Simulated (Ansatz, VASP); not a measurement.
**BN (Qingsongite): VASP beside Ansatz**

The input INCAR:

```
  PREC = Accurate
  ENCUT = 520
  EDIFF = 1E-6
  ISMEAR = -1
  SIGMA = 0.02
  LREAL = F
  LASPH = T
  NELM = 100
  ALGO = Normal
  ISIF = 2
  LWAVE = F
  LCHARG = F
  GGA = PE
  IBRION = 2
  NSW = 80
  EDIFFG = -0.02
```

File KPOINTS:

```
Automatic mesh
0
Gamma
  14 14 14
```

File POSCAR:

```
BN
1.0
    0.0000000000      1.8075000000      1.8075000000
    1.8075000000      0.0000000000      1.8075000000
    1.8075000000      1.8075000000      0.0000000000
B N
1 1
Direct
    0.0000000000      0.0000000000      0.0000000000
    0.2500000000      0.2500000000      0.2500000000
```

Input for Ansatz:

```yaml
crystal:
  lattice:
    - [0.0, 1.8075, 1.8075]
    - [1.8075, 0.0, 1.8075]
    - [1.8075, 1.8075, 0.0]
  atoms:
    - { symbol: B, position: [0.0, 0.0, 0.0] }
    - { symbol: "N", position: [0.25, 0.25, 0.25] }
kpoints:
  mp_grid: { grid: [14, 14, 14] }
scf:
  occupations: { method: fermi_dirac, width: 0.02 }
hamiltonian:
  xc: pbe
  pseudopotentials: { kind: paw, frozen_core: stored }
output:
  forces: true
  stress: true
  populations: true
  efg: { quadrupole_moments_barn: { B: 0.04059, "N": 0.02044 } }
  write_density: true
  write_potential: true
  elf: true
  volumetric_format: npy
relax:
  f_tol: 0.02
  max_steps: 60
```

Alike in both runs: task relaxation of the atoms; functional PBE; k mesh 14 × 14 × 14; occupations fermi-dirac, width 0.02 eV; no spin polarisation.

```csv
,VASP,Ansatz
version,VASP 6.6.1,Ansatz 0.2.0
potentials or method,"VASP PAW PBE potentials, release 64 (B, N)","plane-wave PAW, scalar-relativistic"
plane-wave cutoff (eV),520,420
valence electrons in the cell,8,8
```

|  | VASP | Ansatz | Ansatz less VASP |
| --- | --- | --- | --- |
| gap on the k mesh at the Fermi level, each at its own relaxed structure (eV) | 4.46 | 4.47 | +0.012 |

Ansatz warned: «stress_scf_threshold_loose».

Caveats: the relaxation stopped at its first step, so nothing moved. A k mesh can miss the band edges.
